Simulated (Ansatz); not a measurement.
**C under changes of volume**

One of the cells (10.908 Å³/atom); the others are scaled copies at fixed shape and fractional positions:

```
C
1.0
     1.23319    0.71198    8.28262
    -1.23319    0.71198    8.28262
     0.00000   -1.42396    8.28262
C
4
Direct
  0.08717 0.08717 0.08717
  0.75385 0.75385 0.75385
  0.24615 0.24615 0.24615
  0.91283 0.91283 0.91283
```

This isn't the form of C at room conditions, which is graphite.

| Item | Value |
| --- | --- |
| Program | Ansatz 0.2.0 |
| Functional | PBEsol |
| Dispersion | D4 |
| Potentials or basis | all-electron LAPW, non-relativistic |
| Cutoff | 525 eV (chosen from the basis error) |
| Basis error allowed | 0.001 eV/atom |
| k mesh | 12 × 12 × 12 |
| Occupations | fermi-dirac, width 0.05 eV |
| Spin | collinear spin, antiferromagnetic start, moments held on the sites |
| Starting moments | [0.5, -0.5, 0.5, -0.5] μB |

| volume (Å³/atom) | energy over the lowest point (meV/atom) | gap on the mesh (eV) | largest force (eV/Å) |
| --- | --- | --- | --- |
| 10.254 | 113.63 | 3.77 | 0.007 |
| 10.472 | ? | ? | ? |
| 10.690 | 49.93 | 3.69 | 0.005 |
| 10.908 | 25.02 | 3.64 | 0.005 |
| 11.126 | 9.23 | 3.59 | 0.005 |
| 11.345 | 0.00 | 3.55 | 0.004 |

Question: What does the run at 10.472 Å³/atom give?

Answer: Energy over the lowest point 78.80 meV/atom; gap on the mesh 3.73 eV; largest force 0.006 eV/Å.

Worked out: A Birch-Murnaghan fit of order 3 (a polynomial in V^(-2/3)) to the other rows has its minimum at 11.44 Å³/atom, just outside them, with B0 = V·E''(V) = 359 GPa (rough, since the energies scatter) at fixed shape and positions, which overstates the stiffness. It gives 79.56 meV/atom at 10.472 Å³/atom, against the run's 78.80. A straight line through the other rows of the gap, of slope -2.21 eV per unit of ln V (its deformation potential), gives 3.73 eV, against the run's 3.73.

Energies are extrapolated to zero smearing.

Caveats: the SCF stop doesn't bound the stress; each atom's moment is held at its typed value, so this isn't a free magnetic state.

A mesh can miss the band edges.
